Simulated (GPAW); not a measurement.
Runs of GPAW 26.7.0 on TiSi. The structure is orthorhombic, space group Cmmm (No. 65). Conventional cell: a = 3.632 Å, b = 4.235 Å, c = 3.804 Å, α = 90.00°, β = 90.00°, γ = 90.00°. Ti (site symmetry mmm) is surrounded by 8 Si at 2.63 to 2.85 Å and 4 Ti at 2.79 Å. Si (site symmetry mmm) is surrounded by 8 Ti at 2.63 to 2.85 Å and 4 Si at 2.79 Å. The cell comes from a database or a generator and needn't be the stable form of this composition.

```tsv
task	level	potentials or basis	cell	k mesh	band path	band points	gap on the mesh (eV)	pressure (GPa)
band structure	PBEsol	PAW data sets generated in the run's folder for this functional, pw	as given	8 × 8 × 6	GXSRAZGYX1A1TY,ZT	60	-	-4.0
single point	PBEsol	PAW data sets generated in the run's folder for this functional, pw	atoms moved at random, drawn with an rms of 0.05 Å	10 × 10 × 7	-	-	none	-4.1
band structure	LDA	the program's PAW data sets (release 1.2.1) made for this functional, pw	as given	8 × 8 × 6	GXSRAZGYX1A1TY,ZT	60	-	(a)
single point	PBEsol	PAW data sets generated in the run's folder for this functional, pw	as given	10 × 10 × 7	-	-	none	-4.1
```

Alike in all rows: no spin polarisation; cutoff (eV) 600; smearing fermi-dirac 0.05 eV.

Task: Estimate the missing entries.

Result: (a) -7.5.

A gap of «none» marks a metal or a gap under the smearing width.
